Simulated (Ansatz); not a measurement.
**Rb in Ansatz: convergence with k mesh**

Input of the first run (k mesh 2 × 2 × 2); the others differ in this setting and in those tied to it:

The input input.yaml:

```yaml
crystal:
  lattice:
    - [-2.9545118615, 2.9545118615, 2.7308451955]
    - [2.9545118615, -2.9545118615, 2.7308451955]
    - [2.9545118615, 2.9545118615, -2.7308451955]
  atoms:
    - { symbol: Rb, position: [0.0, 0.0, 0.0] }
hamiltonian:
  xc: pbe
  pseudopotentials: { kind: paw, source: jth }
kpoints:
  mp_grid: { grid: [2, 2, 2] }
scf:
  occupations: { method: fermi_dirac, width: 0.05 }
output:
  forces: true
  stress: true
  eigenvalues: true
```

Potentials or basis: JTH PAW.

Run with:

```sh
$ ansatz run input.yaml --threads 2 --pin off --max-ram 5632MiB --backend cpu --events-out ev --progress --plain --runs-dir out
```

This isn't the form of Rb at room conditions, which is bcc.

Hardware: 2 threads of Intel(R) Xeon(R) Processor @ 2.50GHz (Skylake/Cascade Lake), with other jobs on the host.

```csv
k mesh,"energy less the tightest run, at zero smearing (meV/atom)",pressure (GPa),SCF cycles,CPU time (s),peak memory (GiB)
2 × 2 × 2,374.22,-0.14,6,1.8,0.33
3 × 3 × 3,-82.49,-0.20,6,2,0.34
4 × 4 × 4,53.33,-0.04,6,2.8,0.35
5 × 5 × 5,-6.09,-0.12,7,3.6,0.36
6 × 6 × 6,14.44,-0.09,7,5.1,0.38
8 × 8 × 8,5.90,-0.10,7,8.6,0.44
9 × 9 × 9,-2.12,-0.11,7,11,0.47
11 × 11 × 11,0.00,-0.11,7,15,0.54
```

Against the tightest run, the pressure stays within 0.1 GPa from 2 × 2 × 2 on. Not settled before the last step: the energy (to 1 meV/atom). Meshes of other sizes hit other points, so gaps and Fermi surfaces needn't settle smoothly. The tightest run that finished is the yardstick and may itself not be fully converged.
